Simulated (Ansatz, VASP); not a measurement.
## One calculation of Hf, two programs

The input INCAR:

```
ALGO = Normal
EDIFF = 1E-8
ENCUT = 520
GGA = PE
ISIF = 2
ISMEAR = -1
LASPH = T
LCHARG = F
LEFG = T
LREAL = F
LWAVE = F
NBANDS = 17
NELM = 80
PREC = Accurate
SIGMA = 0.05
```

KPOINTS

```
k-points
0
Gamma
  13 13 7
```

Contents of POSCAR:

```
Hf
1.0
    3.1314414681      0.0000000000      0.0000000000
   -1.5657207340      2.7119078618      0.0000000000
    0.0000000000      0.0000000000      4.9545506207
Hf
2
Direct
    0.3333333333      0.6666666667      0.2500000000
    0.6666666667      0.3333333333      0.7500000000
```

Input for Ansatz:

```yaml
crystal:
  lattice:
    - [3.1314414681, 0.0, 0.0]
    - [-1.565720734, 2.7119078618, 0.0]
    - [0.0, 0.0, 4.9545506207]
  atoms:
    - { symbol: Hf, position: [0.3333333333, 0.6666666667, 0.25] }
    - { symbol: Hf, position: [0.6666666667, 0.3333333333, 0.75] }
kpoints:
  mp_grid: { grid: [13, 13, 7] }
scf:
  occupations: { method: fermi_dirac, width: 0.05 }
hamiltonian:
  xc: pbe
  pseudopotentials: { kind: all_electron, datasets: crystal }
output:
  forces: true
  stress: true
  eigenvalues: true
  efg: { contact_densities: true }
```

Change from the starting cell: volume scaled by 0.94, crystal datasets.

Alike in both runs: task electric field gradients; functional PBE; k mesh 13 × 13 × 7; occupations fermi-dirac, width 0.05 eV; no spin polarisation.

|  | VASP | Ansatz |
| --- | --- | --- |
| version | VASP 6.6.1 | Ansatz 0.2.0 |
| potentials or method | VASP PAW PBE potentials, release 64 (Hf_pv) | all-electron PAW with datasets made for the crystal, scalar-relativistic |
| plane-wave cutoff (eV) | 520 | see its input |

VASP gave:

- pressure (GPa): 7.9
- largest component of the traceless stress (GPa): 0.19
- Vzz of the field gradient on the site that differs most (V/Å²): 95.5

Problem. What did Ansatz give for the same quantities?

Solution. Pressure (GPa): 8.4; largest component of the traceless stress (GPa): 0.28; Vzz of the field gradient on the site that differs most (V/Å²): 105.2.

Ansatz ran all-electron here, so the differences hold the error of VASP's frozen core and of both bases. Ansatz warned: «gradients_without_spin_orbit».

Spin-orbit coupling is left out, which matters for the levels of Hf.
